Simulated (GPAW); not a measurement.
# BaTiO3 (Pm-3m) in GPAW: notebook

One crystal, BaTiO3, is run at these levels: TB-mBJ, GLLB-SC, LDA, LDA+U; tasks: single point, band structure.

Everything below comes from runs of GPAW 26.7.0. Logs are shortened: lines on timing, memory, paths and dates and some standing lists are left out, and cuts for length are marked. The log counts tension as positive stress, the text compression.

## Step 1: The structure

It takes space group Pm-3m (No. 221, cubic). The conventional cell has a = 4.006 Å, b = 4.006 Å, c = 4.006 Å, α = 90.00°, β = 90.00°, γ = 90.00°. Ba (site symmetry m-3m) has 12 O at 2.83 Å as nearest neighbours. Ti (site symmetry m-3m) is surrounded by 6 O at 2.00 Å. Around O (site symmetry 4/mmm) lie 2 Ti at 2.00 Å.

## Step 2: Single point, TB-mBJ

Contents of run.py:

```python
from ase.dft.bandgap import bandgap
from ase.io import read, write
from gpaw import GPAW, PW

atoms = read('BaTiO3.cif')

calc = GPAW(mode=PW(800),
            xc='TB09',
            kpts={'size': (6, 6, 6), 'gamma': True},
            occupations={'name': 'fermi-dirac', 'width': 0.05},
            nbands=36,
            convergence={'density': 1e-05, 'energy': 1e-05},
            eigensolver='cg',
            maxiter=150,
            txt='gpaw.txt')
atoms.calc = calc
energy = atoms.get_potential_energy()
calc.write('gs.gpw')
write('result.traj', atoms)
print('Fermi level:', round(calc.get_fermi_level(), 4), 'eV')
print(f'Gap: {bandgap(calc)[0]:.4f} eV, direct: {bandgap(calc, direct=True)[0]:.4f} eV')
```

Contents of BaTiO3.cif:

```cif
data_BaTiO3
_cell_length_a 4.00600000
_cell_length_b 4.00600000
_cell_length_c 4.00600000
_cell_angle_alpha 90.00000000
_cell_angle_beta 90.00000000
_cell_angle_gamma 90.00000000
_space_group_name_H-M_alt 'P1'
_space_group_name_Hall 'P 1'
_space_group_IT_number 1
loop_
_space_group_symop_operation_xyz
'x,y,z'
loop_
_atom_site_label
_atom_site_type_symbol
_atom_site_symmetry_multiplicity
_atom_site_Wyckoff_symbol
_atom_site_fract_x
_atom_site_fract_y
_atom_site_fract_z
_atom_site_occupancy
Ba1 Ba 1 a 0.5000000000 0.5000000000 0.5000000000 1
Ti1 Ti 1 a 0.0000000000 0.0000000000 0.0000000000 1
O1 O 1 a 0.0000000000 0.0000000000 0.5000000000 1
O2 O 1 a 0.0000000000 0.5000000000 0.0000000000 1
O3 O 1 a 0.5000000000 0.0000000000 0.0000000000 1
```

Potentials or basis: GPAW PAW data sets for LDA (gpaw-data 1.2.1), pw.

Started as:

```
OMP_NUM_THREADS=1 python run.py
```

gpaw.txt:

```text
___ ___ ___ _ _ _
 |   |   |_  | | | |
 | | | | | . | | | |
 |__ |  _|___|_____|  26.7.0
 |___|_|

Input parameters:
  convergence: {density: 1e-05,
                energy: 1e-05}
  eigensolver: cg
  kpts: {gamma: True,
         size: (6, 6, 6)}
  maxiter: 150
  mode: {ecut: 800.0,
         name: pw}
  nbands: 36
  occupations: {name: fermi-dirac,
                width: 0.05}
  xc: TB09

System changes: positions, numbers, cell, pbc, initial_charges, initial_magmoms

Initialize ...

species:
  Ba:
    name:    Barium
    Z:       56.0
    valence: 10
    core:    46
    charge:  0.0  # [|e|]
    compensation charges:
      type: gauss
      rc: 0.37  # [Å]
      lmax: 2
    cutoffs:
      filter: 2.06  # [Å]
      core: 2.33  # [Å]
    projectors
    | kind |    occ | energy [eV] | rcut [Å] |
    |------|--------|-------------|----------|
    |   5s |  2.000 |     -33.774 |    1.164 |
    |   6s |  2.000 |      -3.346 |    1.164 |
    |   5p |  6.000 |     -18.813 |    1.164 |
    |    p |        |       0.000 |    1.164 |
    |    d |        |       0.000 |    1.164 |
    |    d |        |      27.211 |    1.164 |

    Using partial waves for Ba as LCAO basis

  Ti:
    name:    Titanium
    Z:       22.0
    valence: 12
    core:    10
    charge:  0.0  # [|e|]
    compensation charges:
      type: gauss
      rc: 0.38  # [Å]
      lmax: 2
    cutoffs:
      filter: 2.23  # [Å]
      core: 1.02  # [Å]
    projectors
    | kind |    occ | energy [eV] | rcut [Å] |
    |------|--------|-------------|----------|
    |   3s |  2.000 |     -62.257 |    1.270 |
    |   4s |  2.000 |      -4.593 |    1.270 |
    |   3p |  6.000 |     -38.791 |    1.058 |
    |   4p |  0.000 |      -1.536 |    1.058 |
    |   3d |  2.000 |      -4.463 |    1.058 |
    |    d |        |      22.748 |    1.058 |

    Using partial waves for Ti as LCAO basis

  O:
    name:    Oxygen
    Z:       8.0
    valence: 6
    core:    2
    charge:  0.0  # [|e|]
    compensation charges:
      type: gauss
      rc: 0.21  # [Å]
      lmax: 2
    cutoffs:
      filter: 1.17  # [Å]
      core: 0.83  # [Å]
    projectors
    | kind |    occ | energy [eV] | rcut [Å] |
    |------|--------|-------------|----------|
    |   2s |  2.000 |     -23.752 |    0.688 |
    |   2p |  4.000 |      -9.195 |    0.598 |
    |    s |        |       3.459 |    0.688 |
    |    p |        |      18.016 |    0.598 |
    |    d |        |       0.000 |    0.619 |

    Using partial waves for O as LCAO basis

Reference energy: -250365.446817  # eV

Spin-paired calculation

Convergence criteria:
 Maximum [total energy] change in last 3 cyles: 1e-05 eV / valence electron
 Maximum integral of absolute [dens]ity change: 1e-05 electrons / valence electron
 Maximum integral of absolute [eigenst]ate change: 4e-08 eV^2 / valence electron
 Maximum number of scf [iter]ations: 150
 (Square brackets indicate name in SCF output, whereas a 'c' in
 the SCF output indicates the quantity has converged.)

Symmetries present (total): 48

  ( 1  0  0)  ( 1  0  0)  ( 1  0  0)  ( 1  0  0)  ( 1  0  0)  ( 1  0  0)
  ( 0  1  0)  ( 0  1  0)  ( 0  0  1)  ( 0  0  1)  ( 0  0 -1)  ( 0  0 -1)
  ( 0  0  1)  ( 0  0 -1)  ( 0  1  0)  ( 0 -1  0)  ( 0  1  0)  ( 0 -1  0)

  ( 1  0  0)  ( 1  0  0)  ( 0  1  0)  ( 0  1  0)  ( 0  1  0)  ( 0  1  0)
  ( 0 -1  0)  ( 0 -1  0)  ( 1  0  0)  ( 1  0  0)  ( 0  0  1)  ( 0  0  1)
  ( 0  0  1)  ( 0  0 -1)  ( 0  0  1)  ( 0  0 -1)  ( 1  0  0)  (-1  0  0)

  ( 0  1  0)  ( 0  1  0)  ( 0  1  0)  ( 0  1  0)  ( 0  0  1)  ( 0  0  1)
  ( 0  0 -1)  ( 0  0 -1)  (-1  0  0)  (-1  0  0)  ( 1  0  0)  ( 1  0  0)
  ( 1  0  0)  (-1  0  0)  ( 0  0  1)  ( 0  0 -1)  ( 0  1  0)  ( 0 -1  0)

  ( 0  0  1)  ( 0  0  1)  ( 0  0  1)  ( 0  0  1)  ( 0  0  1)  ( 0  0  1)
  ( 0  1  0)  ( 0  1  0)  ( 0 -1  0)  ( 0 -1  0)  (-1  0  0)  (-1  0  0)
  ( 1  0  0)  (-1  0  0)  ( 1  0  0)  (-1  0  0)  ( 0  1  0)  ( 0 -1  0)

  ( 0  0 -1)  ( 0  0 -1)  ( 0  0 -1)  ( 0  0 -1)  ( 0  0 -1)  ( 0  0 -1)
  ( 1  0  0)  ( 1  0  0)  ( 0  1  0)  ( 0  1  0)  ( 0 -1  0)  ( 0 -1  0)
  ( 0  1  0)  ( 0 -1  0)  ( 1  0  0)  (-1  0  0)  ( 1  0  0)  (-1  0  0)

  ( 0  0 -1)  ( 0  0 -1)  ( 0 -1  0)  ( 0 -1  0)  ( 0 -1  0)  ( 0 -1  0)
  (-1  0  0)  (-1  0  0)  ( 1  0  0)  ( 1  0  0)  ( 0  0  1)  ( 0  0  1)
  ( 0  1  0)  ( 0 -1  0)  ( 0  0  1)  ( 0  0 -1)  ( 1  0  0)  (-1  0  0)

  ( 0 -1  0)  ( 0 -1  0)  ( 0 -1  0)  ( 0 -1  0)  (-1  0  0)  (-1  0  0)
  ( 0  0 -1)  ( 0  0 -1)  (-1  0  0)  (-1  0  0)  ( 0  1  0)  ( 0  1  0)
  ( 1  0  0)  (-1  0  0)  ( 0  0  1)  ( 0  0 -1)  ( 0  0  1)  ( 0  0 -1)

  (-1  0  0)  (-1  0  0)  (-1  0  0)  (-1  0  0)  (-1  0  0)  (-1  0  0)
  ( 0  0  1)  ( 0  0  1)  ( 0  0 -1)  ( 0  0 -1)  ( 0 -1  0)  ( 0 -1  0)
  ( 0  1  0)  ( 0 -1  0)  ( 0  1  0)  ( 0 -1  0)  ( 0  0  1)  ( 0  0 -1)

216 k-points: 6 x 6 x 6 Monkhorst-Pack grid + [1/12,1/12,1/12]
20 k-points in the irreducible part of the Brillouin zone
       k-points in crystal coordinates                weights
   0:     0.00000000    0.00000000    0.00000000          1/216
   1:     0.16666667    0.00000000    0.00000000          6/216
   2:     0.16666667    0.16666667    0.00000000         12/216
   3:     0.16666667    0.16666667    0.16666667          8/216
   4:     0.33333333    0.00000000    0.00000000          6/216
   5:     0.33333333    0.16666667    0.00000000         24/216
   6:     0.33333333    0.16666667    0.16666667         24/216
   7:     0.33333333    0.33333333    0.00000000         12/216
   8:     0.33333333    0.33333333    0.16666667         24/216
   9:     0.33333333    0.33333333    0.33333333          8/216
          ...
  19:     0.50000000    0.50000000    0.50000000          1/216

Wave functions: Plane wave expansion
  Cutoff energy: 800.000 eV
  Number of coefficients (min, max): 3276, 3362
  Pulay-stress correction: 0.000000 eV/Ang^3 (de/decut=0.000000)
  Using FFTW library
  ScaLapack parameters: grid=1x1, blocksize=None
  Wavefunction extrapolation:
    Improved wavefunction reuse through dual PAW basis

Occupation numbers: Fermi-Dirac:
  width: 0.0500  # eV

Eigensolver
   CG(niter=4, rtol=3.0e-01)

Densities:
  Coarse grid: 27*27*27 grid
  Fine grid: 54*54*54 grid
  Total Charge: 0.000000

Density mixing:
  Method: separate
  Backend: msr1
  Linear mixing parameter: 0.05
  old densities: 10
  Width of damping distribution: 1.1
  Damping of long wavelength oscillations: 20

Hamiltonian:
  XC and Coulomb potentials evaluated on a 54*54*54 grid
  Using the TB09 Exchange-Correlation functional
  External potential:
    NoExternalPotential

XC parameters: TB09 with 2 nearest neighbor stencil

Number of atoms: 5
Number of atomic orbitals: 30
Number of bands in calculation: 36
Number of valence electrons: 40
Bands to converge: occupied

... initialized

Initializing position-dependent things.

Density initialized from atomic densities
Creating initial wave functions:
  30 bands from LCAO basis set
  6 bands from random numbers

   .---------.
  /|         |
 * |         |
 | |   Ba    |
 O |         |
 | .---------.
 |/         /
 Ti---O----*

Atomic positions and initial magnetic moments

Positions:
   0 Ba     2.003000    2.003000    2.003000    ( 0.0000,  0.0000,  0.0000)
   1 Ti     0.000000    0.000000    0.000000    ( 0.0000,  0.0000,  0.0000)
   2 O      0.000000    0.000000    2.003000    ( 0.0000,  0.0000,  0.0000)
   3 O      0.000000    2.003000    0.000000    ( 0.0000,  0.0000,  0.0000)
   4 O      2.003000    0.000000    0.000000    ( 0.0000,  0.0000,  0.0000)

Unit cell:
           periodic     x           y           z      points  spacing
  1. axis:    yes    4.006000    0.000000    0.000000    27     0.1484
  2. axis:    yes    0.000000    4.006000    0.000000    27     0.1484
  3. axis:    yes    0.000000    0.000000    4.006000    27     0.1484

  Lengths:   4.006000   4.006000   4.006000
  Angles:   90.000000  90.000000  90.000000

Effective grid spacing dv^(1/3) = 0.1484

iter:   1  6898.891605
iter:   2  6916.984438   +1.53  -0.86
iter:   3  6915.148262   +0.58  -1.06
iter:   4  6920.450392   +0.08  -1.08
iter:   5  6924.649413   +0.25  -1.40
iter:   6  6929.205079   -0.32  -1.64
iter:   7  6931.158441   -1.11  -1.68
iter:   8  6929.876258   -1.01  -2.09
iter:   9  6929.857051   -1.19  -1.92
iter:  10  6929.414749   -1.62  -2.34
iter:  11  6929.225552   -1.71  -2.26
[... 16 lines left out ...]
iter:  28  6928.883190   -6.52  -3.98
iter:  29  6928.878891   -5.81  -4.15
iter:  30  6928.865116   -5.83  -4.23
iter:  31  6928.866988   -6.22  -4.86
iter:  32  6928.860941   -6.45  -4.78
iter:  33  6928.865262   -6.34  -4.62
iter:  34  6928.860261   -6.41  -4.53
iter:  35  6928.862770   -6.27  -4.59
iter:  36  6928.860660   -6.43  -4.75
iter:  37  6928.861650   -6.53  -4.74
iter:  38  6928.861410   -6.73  -5.12c
iter:  39  6928.861836   -7.11  -5.05c
iter:  40  6928.861971   -7.29  -5.44c
iter:  41  6928.861920c  -7.71c -5.50c

Converged after 41 iterations.

Dipole moment: (0.000000, 0.000000, 0.000000) |e|*Ang

Energy contributions relative to reference atoms: (reference = -250365.446817)

Kinetic:         +2.166983
Potential:       +5.976497
External:        +0.000000
XC:            +6924.939670
Entropy (-ST):   -0.000000
Local:           -4.221230
SIC:             +0.000000
--------------------------
Free energy:   +6928.861920
Extrapolated:  +6928.861920

Showing only first 2 kpts
 Kpt  Band  Eigenvalues  Occupancy
  0    18      7.84071    2.00000
  0    19      7.84071    2.00000
  0    20     10.48466    0.00000
  0    21     10.48466    0.00000

  1    18      7.68110    2.00000
  1    19      7.68110    2.00000
  1    20     10.51325    0.00000
  1    21     10.89701    0.00000

Fermi level: 9.24214

Gap: 2.502 eV
Transition (v -> c):
  (s=0, k=19, n=19, [0.50, 0.50, 0.50]) -> (s=0, k=0, n=20, [0.00, 0.00, 0.00])
Direct/indirect transitions are different
Direct gap: 2.644 eV
Transition at: (s=0, k=0, n=19, [0.00, 0.00, 0.00])
Writing to gs.gpw (mode='')
```

It took 5.6 min on 1 thread of Arm Neoverse N1, shared host; peak memory 0.43 GiB.

Results:

```
Band gap on the k mesh : 2.50 eV, indirect (least direct gap 2.64 eV)
```

Levels at points of the mesh, in eV from the valence-band top:
```
           k point  band 16  band 17  band 18  band 19  band 20  band 21  band 22  band 23  band 24  band 25
(0.00, 0.00, 0.00)    -1.00    -1.00    -0.14    -0.14    -0.14     2.50     2.50     2.50     3.65     3.65
(0.50, 0.00, 0.00)    -1.60    -1.60    -1.60    -0.68    -0.68     2.62     3.66     3.95     3.95     5.90
(0.50, 0.50, 0.00)    -2.33    -1.63    -0.80    -0.80    -0.07     3.96     3.96     4.42     4.64     7.65
(0.50, 0.50, 0.50)    -2.20    -2.20     0.00     0.00     0.00     4.60     4.60     4.60     7.65     7.65
```

Caveat: a model potential gives levels but no total energy; spin-orbit coupling is left out, which moves the levels of the heavy elements.

[end of part 1 of 2]
